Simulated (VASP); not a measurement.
Set up this calculation in VASP 6.6.1, as the native input.

| Item | Value |
| --- | --- |
| Task | single point |
| Functional | PBE |
| Potentials or basis | VASP PAW PBE potentials, release 64 (Pb_d, O) |
| Cutoff | 520 eV |
| k mesh | 8 × 8 × 8 |
| Occupations | fermi-dirac, width 0.02 eV |
| Spin | no spin polarisation |
| Dipole correction | no |
| Further INCAR settings | ALGO = Normal; EDIFF = 1e-06; NBANDS = 17 |

The structure of PbO lies in POSCAR:

```
PbO
1.0
    3.1793716484      0.0000000000      0.0000000000
    0.0000000000      3.1793716484      0.0000000000
    0.0000000000      0.0000000000      3.1631568530
Pb O
1 1
Direct
    0.0000000000      0.0000000000      0.0000000000
    0.5000000000      0.5000000000      0.5000000000
```

The cell was built by a generator and needn't be a form met in nature.

The cell isn't the ideal one: uniaxial_z strain -0.5%.

The input as run:

INCAR

```
SYSTEM = PbO
PREC = Accurate
ENCUT = 520
EDIFF = 1E-6
ISMEAR = -1
SIGMA = 0.02
LREAL = .FALSE.
LASPH = .TRUE.
NELM = 80
ALGO = Normal
ISIF = 2
LWAVE = .FALSE.
LCHARG = .FALSE.
GGA = PE
NBANDS = 17
```

KPOINTS

```
Automatic mesh
0
G
  8 8 8
  0 0 0
```

Potentials or basis: VASP PAW PBE potentials, release 64 (Pb_d, O).

Launch:

```console
$ cat potpaw_PBE.64/Pb_d/POTCAR potpaw_PBE.64/O/POTCAR > POTCAR
$ mpirun -np 1 vasp_std > vasp.out
```

It gave:

* Pressure: 3.8 GPa
* Band gap on the k mesh: 0.39 eV, indirect (least direct gap 0.76 eV)

Caveat: spin-orbit coupling is left out, which as a rule narrows the gap of such compounds by several tenths of an eV.

It took 33 s on 1 thread of Intel(R) Xeon(R) Platinum 8175M CPU @ 2.50GHz (Skylake/Cascade Lake), with other jobs on the host, peak memory 0.16 GiB.
